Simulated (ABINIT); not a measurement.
Pt:

```
Pt
1.0
     0.00000    1.96090    1.96090
     1.96090    0.00000    1.96090
     1.96090    1.96090    0.00000
Pt
1
Direct
  0.00000 0.00000 0.00000
```

Program: ABINIT 10.8.3 (patched build). Alike in all runs: cell as given; smearing fermi-dirac 0.05 eV.

Q: Order these runs on this cell by their pressure, lowest first.
A. level PW91; potentials or basis JTH PAW PBE v2.0; spin SOC, no magnetisation; k mesh 12 × 12 × 12; cutoff (eV) 435; fine-grid cutoff 870.764 eV; mesh quality not flagged
B. level r2SCAN; potentials or basis JTH PAW PBE v2.0; spin off; k mesh 7 × 7 × 7; cutoff (eV) 517; fine-grid cutoff 1034.03 eV; mesh quality coarse
C. level LDA; potentials or basis JTH PAW LDA v2.0; spin off; k mesh 12 × 12 × 12; cutoff (eV) 544; fine-grid cutoff 1088.46 eV; mesh quality not flagged
D. level PBEsol; potentials or basis JTH PAW PBE v2.0; spin off; k mesh 12 × 12 × 12; cutoff (eV) 435; fine-grid cutoff 870.764 eV; mesh quality not flagged
E. level BP86; potentials or basis JTH PAW PBE v2.0; spin off; k mesh 12 × 12 × 12; cutoff (eV) 435; fine-grid cutoff 870.764 eV; mesh quality not flagged

A: C (-5.7 GPa), D (1.0 GPa), B (7.4 GPa), A (11.9 GPa), E (13.4 GPa).

Caveats: some runs use coarse meshes; the PAW data sets were made with another functional, which shifts forces and pressure a little (some runs).

Runs at the PBE level aren't shown here.
